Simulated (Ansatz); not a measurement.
# InSe: an axial (c/a) deformation path

An exercise on one series of results from a longer session: the logs are not shown, and one member is left open.

A COD entry behind a cell of this session may itself be a prediction, so a difference from it is no test against experiment.

Program: Ansatz 0.2.0. Level of theory: DFT PBEsol, scalar-relativistic, plane waves, PAW. These are calculated values, not measurements.

### The structure to begin with

The structure is trigonal, space group R3m (No. 160). The conventional cell has a = 4.000 Å, b = 4.000 Å, c = 24.950 Å, α = 90.00°, β = 90.00°, γ = 120.00°. In (site symmetry 3m) has 3 Se at 2.64 Å and 1 In at 2.80 Å in its first shell of neighbours. Se (site symmetry 3m) is surrounded by 3 In at 2.64 Å.

As a file:

```
CELL_PARAMETERS angstrom
2.00000 1.15470 8.31667
-2.00000 1.15470 8.31667
0.00000 -2.30940 8.31667
ATOMIC_POSITIONS crystal
In 0.00000 0.00000 0.00000
In 0.11220 0.11220 0.11220
Se 0.61550 0.61550 0.61550
Se 0.83000 0.83000 0.83000
```

No relaxation comes first: the listed cell is the starting point.

Set-up of the first run:

At fixed volume and fractional coordinates, lengths along (0.000, 0.000, 1.000) are scaled against those across it; ρ is that ratio over its starting value.

The input, input.yaml:

```yaml
crystal:
  lattice:
    - [2.1113340148, 1.2189792618, 7.4626903157]
    - [-2.1113340148, 1.2189792618, 7.4626903157]
    - [0.0, -2.4379585236, 7.4626903157]
  atoms:
    - { symbol: In, position: [0.0, 0.0, 0.0] }
    - { symbol: In, position: [0.1122, 0.1122, 0.1122] }
    - { symbol: Se, position: [0.6155, 0.6155, 0.6155] }
    - { symbol: Se, position: [0.83, 0.83, 0.83] }
basis:
  ecutwfc: 420
kpoints:
  mp_grid: { grid: [12, 12, 12] }
hamiltonian:
  xc: pbesol
scf:
  occupations: { method: gaussian, width: 0.03 }
output:
  forces: true
  stress: true
  eigenvalues: true
```

Run with:

```console
ansatz run input.yaml --threads 1 --pin off --max-ram 2560MiB --backend cpu --events-out ev --progress --plain --runs-dir out
```

Among the steps run: ρ = 0.850; ρ = 1.200; ρ = 0.920; ρ = 1.100; ρ = 0.960; At ρ = 1.050; Point ρ = 0.800; ρ = 1.300.

One of the session's tables, all rows but one given; the rest of the session is left out.

The scan, with free energies counted from the undisturbed cell:

| ρ | ΔE (meV/atom) | pressure (GPa) | gap on the mesh (eV) |
| --- | --- | --- | --- |
| 0.800 | 208.7 | 1.6 | 0.30 |
| 0.850 | 102.7 | 0.8 | 0.23 |
| 0.920 | 22.9 | 0.3 | 0.13 |
| 0.960 | 4.0 | 0.2 | 0.10 |
| 1.000 | 0.0 | 0.2 | 0.30 |
| 1.050 | 12.2 | 0.4 | 0.59 |
| 1.100 | 39.9 | 0.7 | 0.85 |
| 1.200 | ? | ? | ? |
| 1.300 | 259.1 | 2.3 | 0.27 |

Estimate the missing values for ρ = 1.200.

Worked estimate for «ΔE (meV/atom)». A straight line through the neighbours (1.100, 39.9) and (1.300, 259.1) gives 39.9 + (259.1 − 39.9) × (1.200 − 1.100) / (1.300 − 1.100) = 149.5; a parabola fitted to 3 rows on both sides gives 127.8.

**Answer.** ΔE (meV/atom): 131.4; pressure (GPa): 1.5; gap on the mesh (eV): 0.94. In «ΔE (meV/atom)» the line misses by +18.1 and the parabola by -3.6.
